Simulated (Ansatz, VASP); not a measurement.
## One calculation of AlN, two programs

```xyz
2
Lattice="0.0000 2.0172 2.6224 2.0172 0.0000 2.6224 2.0172 2.0172 0.0000" Properties=species:S:1:pos:R:3 pbc="T T T"
Al    0.0000    0.0000    0.0000
N     3.0258    3.0258    3.9336
```

Alike in both runs: task single point; functional PBE; k mesh 10 × 10 × 10; occupations gaussian, width 0.05 eV; no spin polarisation.

|  | VASP | Ansatz |
| --- | --- | --- |
| version | VASP 6.6.1 | Ansatz 0.2.0 |
| potentials or method | VASP PAW PBE potentials, release 64 (Al, N) | scalar-relativistic, plane waves, PAW |
| plane-wave cutoff (eV) | 520 | 420 |
| valence electrons in the cell | 8 | 8 |

|  | VASP | Ansatz | Ansatz less VASP |
| --- | --- | --- | --- |
| gap on the k mesh at the Fermi level (eV) | 2.20 | 2.21 | +0.010 |
| least direct gap on the mesh (eV) | 2.54 | 2.54 | -0.003 |
| pressure (GPa) | -3.5 | -3.3 | +0.27 |
| largest component of the traceless stress (GPa) | 45.63 | 45.49 | -0.146 |

With one functional, cell and mesh, what is left measures potentials, basis and numerics.

A k mesh can miss the band edges. PBE gaps usually lie below the measured ones, often by a third to a half.
